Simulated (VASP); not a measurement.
Computed with PBEsol GGA, VASP's PBE PAW potentials (set 64) (plane waves; VASP 6.6.1).

VASP input:

INCAR:
```
! general
SYSTEM  =  CaF2
PREC    =  Accurate
ENCUT   =  600
LREAL   =  F   ! projection in real space or not
LASPH   =  T   ! aspherical one-centre terms

! electronic loop
EDIFF   =  1E-7
NELM    =  100
ALGO    =  Normal   ! blocked Davidson

! smearing
ISMEAR  =  0   ! Gaussian
SIGMA   =  0.05

! functional
GGA     =  PS   ! PBEsol

! ions
ISIF    =  2   ! forces and stress, cell fixed

! output
LWAVE   =  F
LCHARG  =  F
```

File KPOINTS:
```
kpoints
0
gamma
 6 6 6
0 0 0
```

POSCAR:
```
CaF2
1.0
 -0.0135685358   2.7137071616   2.7137071616
  2.7001386258   0.0000000000   2.7001386258
  2.7137071616   2.7137071616  -0.0135685358
Ca F
1 2
direct
  0.0000000000   0.0000000000   0.0000000000
  0.2500000000   0.2500000000   0.2500000000
  0.7500000000   0.7500000000   0.7500000000
```

POTCAR, in this order: Ca_sv F (PBE.64 set). Program: vasp_std.

The resulting files:

**OSZICAR**
```
       N       E                     dE             d eps       ncg     rms          rms(c)
DAV:   1     0.236757586229E+03    0.23676E+03   -0.15035E+04  1472   0.171E+03
DAV:   2    -0.867431202986E+01   -0.24543E+03   -0.24020E+03  1864   0.412E+02
DAV:   3    -0.186076405854E+02   -0.99333E+01   -0.99250E+01  1648   0.935E+01
DAV:   4    -0.189827423433E+02   -0.37510E+00   -0.37499E+00  2552   0.136E+01
DAV:   5    -0.189853087694E+02   -0.25664E-02   -0.25664E-02  1600   0.122E+00    0.737E+00
DAV:   6    -0.179021369906E+02    0.10832E+01   -0.58148E+00  1552   0.174E+01    0.308E+00
DAV:   7    -0.178913706328E+02    0.10766E-01   -0.16126E-01  1936   0.378E+00    0.162E+00
DAV:   8    -0.178998126219E+02   -0.84420E-02   -0.27344E-02  1920   0.215E+00    0.188E-01
DAV:   9    -0.179035720917E+02   -0.37595E-02   -0.74871E-03  1936   0.671E-01    0.140E-01
DAV:  10    -0.179043200310E+02   -0.74794E-03   -0.13412E-03  1784   0.285E-01    0.290E-02
DAV:  11    -0.179043193282E+02    0.70283E-06   -0.99544E-05  1848   0.866E-02    0.102E-02
DAV:  12    -0.179043261300E+02   -0.68018E-05   -0.19186E-05  1784   0.354E-02    0.351E-03
DAV:  13    -0.179043262411E+02   -0.11107E-06   -0.30614E-06  2240   0.135E-02    0.324E-03
DAV:  14    -0.179043258670E+02    0.37406E-06   -0.52478E-07  1744   0.815E-03    0.434E-04
DAV:  15    -0.179043258830E+02   -0.16018E-07   -0.28781E-08  1088   0.168E-03
   1 F= -.17904326E+02 E0= -.17904326E+02  d E =-.101080E-14
```

**OUTCAR**
```
------------------------ aborting loop because EDIFF is reached ----------------------------------------
  FORCE on cell =-STRESS in cart. coord.  units (eV):
  Direction    XX          YY          ZZ          XY          YZ          ZX
  --------------------------------------------------------------------------------------
  Total       -0.0243723     -0.0244263     -0.0243723      0.0000000      0.0000000      0.1035963
  in kB       -0.9770117     -0.9791744     -0.9770117      0.0000000      0.0000000      4.1528558
  external PRESSURE =      -0.9777326 kB  Pullay stress =       0.0000000 kB
  volume of cell :       39.97
      direct lattice vectors                 reciprocal lattice vectors
    -0.013568536  2.713707162  2.713707162    -0.183333134  0.184249799  0.183333134
     2.700138626  0.000000000  2.700138626     0.185175678 -0.184249799  0.185175678
     2.713707162  2.713707162 -0.013568536     0.183333134  0.184249799 -0.183333134
 POSITION                                       TOTAL-FORCE (eV/Angst)
 -----------------------------------------------------------------------------------
      0.00000      0.00000      0.00000         0.000000      0.000000     -0.000000
      1.35007      1.35685      1.35007        -0.000000      0.026964     -0.000000
      4.05021      4.07056      4.05021         0.000000     -0.026964      0.000000
 -----------------------------------------------------------------------------------
    total drift:                                0.000000     -0.000000      0.000000
  FREE ENERGIE OF THE ION-ELECTRON SYSTEM (eV)
  ---------------------------------------------------
  free  energy   TOTEN  =       -17.9043258830 eV

  energy  without entropy=      -17.9043258830  energy(sigma->0) =      -17.90432588
```
(Selected blocks of OUTCAR.)

**OUTCAR**
```
 val. band max:       -0.9829364126   @ k =   0.5000   0.0000   0.5000

 cond. band min:       6.2206074812   @ k =   0.0000   0.0000   0.0000


 Fermi energy:        -0.7247546209

 k-point     1 :       0.0000    0.0000    0.0000
  band No.  band energies     occupation
      1     -36.7027      2.00000
      2     -20.8533      2.00000
      3     -20.0343      2.00000
      4     -17.7280      2.00000
      5     -17.7266      2.00000
      6     -17.7265      2.00000
      7      -3.1952      2.00000
      8      -3.1897      2.00000
      9      -3.1839      2.00000
     10      -1.2491      2.00000
     11      -1.2448      2.00000
     12      -1.2404      2.00000
     13       6.2206      0.00000
     14       8.2104      0.00000
     15       8.2111      0.00000
     16      10.3606      0.00000

 k-point     2 :       0.1667    0.0000    0.0000
  band No.  band energies     occupation
      1     -36.6932      2.00000
      2     -20.9185      2.00000
      3     -20.1138      2.00000
      4     -17.7386      2.00000
      5     -17.7385      2.00000
      6     -17.6026      2.00000
      7      -3.0642      2.00000
      8      -3.0574      2.00000
      9      -2.9635      2.00000
     10      -1.5537      2.00000
     11      -1.3751      2.00000
     12      -1.3719      2.00000
     13       6.9063      0.00000
     14       8.2668      0.00000
     15       8.2765      0.00000
     16      10.1152      0.00000

 k-point     3 :       0.3333    0.0000   -0.0000
  band No.  band energies     occupation
      1     -36.6741      2.00000
      2     -20.9878      2.00000
      3     -20.3380      2.00000
      4     -17.7621      2.00000
      5     -17.7614      2.00000
      6     -17.3404      2.00000
      7      -2.7683      2.00000
      8      -2.7654      2.00000
      9      -2.5190      2.00000
     10      -2.0643      2.00000
     11      -1.6584      2.00000
     12      -1.6547      2.00000
     13       8.1508      0.00000
...
```

The compound is CaF2 in the fluorite structure. This cell was strained or had an atom moved on purpose.
